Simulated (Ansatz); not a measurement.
**MnS (F-43m): does the start matter?**

All numbers are calculated (PBE+U, U_eff = 3.0 eV (Dudarev form) on Mn d, fully localised double counting, scalar-relativistic datasets, 420 eV, PAW set soft_2, 6×6×6 mesh, Gaussian smearing of 0.05 eV) with the plane-wave PAW code Ansatz.

```
CELL_PARAMETERS angstrom
0.00000 2.80000 2.80000
2.80000 0.00000 2.80000
2.80000 2.80000 0.00000
ATOMIC_POSITIONS crystal
Mn 0.00000 0.00000 0.00000
S 0.75000 0.75000 0.75000
```

The structure is that of a cell as deposited in COD, unrelaxed.

Cell and atoms stay fixed, and the cell was started in 11 ways, of which 1 didn't converge and is left out, without spin–orbit coupling. The starts were built for 5 d electrons on Mn, a formal count that the converged states needn't keep. Starting moments of the plain starts: Mn1 5.00 μB (atoms counted from 1).

How many distinct unconstrained states are reached, over what range, and what is the lowest like? The starts that converged:
- total moment locked at zero, no site moments, 0.00 μB per cell (constrained)
- site moments held at Mn1 4.54 μB (constrained)
- total moment held at first, then free, 2.50 μB per cell
- ferromagnetic start, free, symmetry kept, no search
- total moment locked, 1.25 μB per cell (constrained)
- ferromagnetic start, free, default search
- total moment locked, 4.50 μB per cell (constrained)
- ferromagnetic start, free, natural orbitals of the symmetric run filled by rank
- total moment locked, 2.50 μB per cell (constrained)
- no spin polarisation

1 distinct free state (told apart by 2 meV/atom, or by moments or gap). The lowest has 5 d electrons in filled orbitals, 5 of them unpaired, the high-spin filling, a gap of 1.03 eV and a whole-number cell moment of 5 μB, as a collinear insulator must have; it came from: ferromagnetic start, free, symmetry kept, no search; ferromagnetic start, free, default search; ferromagnetic start, free, natural orbitals of the symmetric run filled by rank; total moment held at first, then free, 2.50 μB per cell.

Energies count from the lowest free state found; constrained states (a lock kept on the moments, or spin off) can lie above or below free ones. A natural orbital (eigenvector of a shell's occupation matrix) is counted as filled above 0.75 (0.9 in a metal) and as partly filled from 0.35 up to that; ↑ and ↓ are the spin channels.

```tsv
state	reached from	ΔE (meV/atom)	gap (eV)	P (GPa)	cell spin moment (μB)	site spin moments (μB)	shell filling	Hubbard energy (eV/cell)	flags
1	ferromagnetic start, free, symmetry kept, no search; ferromagnetic start, free, default search; ferromagnetic start, free, natural orbitals of the symmetric run filled by rank; 1 more	0.0	1.03	4.5	5.00	Mn 4.32; S 0.07	Mn 5↑ 0↓, 5.26 e	0.46	–
2	site moments held at Mn1 4.54 μB (constrained)	123.1	1.35	–	5.00	Mn 4.53; S -0.07	Mn 5↑ 0↓, 5.17 e	0.30	–
3	total moment locked, 4.50 μB per cell (constrained)	201.1	metal	0.0	4.50	Mn 4.10	Mn 5↑ 0↓, 5.38 e	0.77	–
4	total moment locked, 1.25 μB per cell (constrained)	1344.1	metal	-2.2	1.25	Mn 0.99; S 0.05	Mn 3↑ 2↓, 5.47 e	1.08	occupations loosely converged
5	total moment locked, 2.50 μB per cell (constrained)	1372.0	metal	-11.9	2.50	Mn 2.65; S -0.24	Mn 2↑(+3 partly) 0↓(+3 partly), 5.72 e	2.11	–
6	total moment locked at zero, no site moments, 0.00 μB per cell (constrained)	1819.1	metal	-16.3	0.00	under 0.05	Mn 2↑ 2↓, 5.77 e	2.18	–
7	no spin polarisation	1819.1	metal	-16.3	0.00	under 0.05	Mn 2 filled in each spin, 5.77 e	2.18	–
```

Natural occupations of the lowest free state (state 1): Mn1 spin up: 0.99 0.99 0.99 1.00 1.00; Mn1 spin down: 0.03 0.03 0.08 0.08 0.08. Since all bands are wholly filled or empty, the fractional occupations (0.08) come from mixing of the shell with the neighbours' orbitals (covalency), not from partly filled bands.

All 4 free starts end within 3 meV/atom of the lowest, but the starts that were left out might have ended elsewhere.

With one Mn ion in the cell, Mn moments can't oppose each other.

In the lowest free state the fixed cell carries a pressure of 4.5 GPa (the cell is smaller than this level of theory would relax to); relaxing would change energies and could change the order of close states.

A still lower state can't be excluded. For metallic states the mesh is coarse, so energy differences carry some meV/atom. The value of U was drawn from a range and not derived for this compound; another value can change gaps, moments and the order of states. Stress under a held lock on site moments or directions isn't converged. A gap on the mesh alone may shrink between mesh points. Site moments are integrated in small spheres and here fall short of the shell's N↑ − N↓.
